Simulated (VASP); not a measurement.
# Results of a VASP single-point calculation on MgO (strained wurtzite)

POSCAR

```
Mg O
 1.0000000000000000
     3.2882172281021651   -0.0000000000288675    0.0000000000000000
    -1.6441086140260825    2.8476796527125590    0.0000000000000000
     0.0000000000000000    0.0000000000000000    5.1350536003000000
 Mg  O
   2   2
Cartesian
  0.0000000000166669  1.8984531017987498 -0.0359928962978270
  1.6441086140594163  0.9492265508849412  2.5315339038521727
  0.0000000000166669  1.8984531017987498  1.9616379964103272
  1.6441086140594163  0.9492265508849412  4.5291647965603268
```

```json
{
  "gap between bands v and c": "3.51 eV",
  "least direct gap": "3.51 eV"
}
```

Band v is the last that the valence electrons fill when counted band by band, and c is the next. Levels in eV from the top of v:

```json
{"point": "Γ", "v−1": "-0.26", "v": "0.00", "c": "3.51", "c+1": "8.48"}
{"point": "M", "v−1": "-0.73", "v": "-0.39", "c": "7.90", "c+1": "7.98"}
{"point": "K", "v−1": "-1.08", "v": "-1.08", "c": "8.31", "c+1": "8.44"}
{"point": "A", "v−1": "-0.40", "v": "-0.40", "c": "5.94", "c+1": "5.94"}
{"point": "L", "v−1": "-0.65", "v": "-0.65", "c": "7.40", "c+1": "7.40"}
{"point": "H", "v−1": "-0.33", "v": "-0.33", "c": "8.53", "c+1": "8.53"}
```

Question: Which of these levels of theory gave these results?
A. PBE with spin–orbit coupling
B. PBE0
C. LDA
D. PBE
E. HSE06
F. PBEsol
G. r²SCAN

Answer: D.

The INCAR was:

```
LREAL = .FALSE.
ENCUT = 520
ISIF = 2
GGA = PE
LCHARG = .FALSE.
LASPH = .TRUE.
NBANDS = 16
LWAVE = .FALSE.
NELM = 120
ISMEAR = -1
EDIFF = 1E-7
PREC = Accurate
SIGMA = 0.02
IBRION = -1
NSW = 0
```
